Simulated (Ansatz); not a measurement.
# Co in Ansatz: the effect of functional

The system is Co.

```xyz
2
Lattice="2.4707 0.0000 0.0000 -1.2353 2.1397 0.0000 0.0000 0.0000 4.0360" Properties=species:S:1:pos:R:3 pbc="T T T"
Co    0.0000    1.4264    2.9872
Co    1.2353    0.7132    1.0488
```

The cell isn't the ideal one: volume scaled by 0.98.

Alike in all runs:

* Program: Ansatz 0.2.0
* Task: single point
* Potentials or basis: Ansatz PAW
* k mesh: 12 × 12 × 7
* Occupations: fermi-dirac, width 0.05 eV
* Spin: collinear spin, ferromagnetic start
* Starting moments: [2.0, 2.0] μB

| functional | cutoff | pressure (GPa) | moment (μB) | largest force (eV/Å) |
| --- | --- | --- | --- | --- |
| LDA | 420 eV (not typed: the program's choice for these potentials) | -14.1 | 3.12 | 0.48 |
| PBEsol | 420 eV (not typed: the program's choice for these potentials) | ? | ? | ? |
| r2SCAN | 500 eV (not typed: the program's choice for these potentials) | 1.1 | 3.58 | 0.26 |

What does the run with functional PBEsol give?

Pressure -5.2 GPa; moment 3.22 μB; largest force 0.51 eV/Å.

Caveats: the PAW data sets come from PBE, with cores solved anew for the run's functional, which leaves a small shift of forces and pressure; the magnetic or orbital state may not be the lowest (some runs).
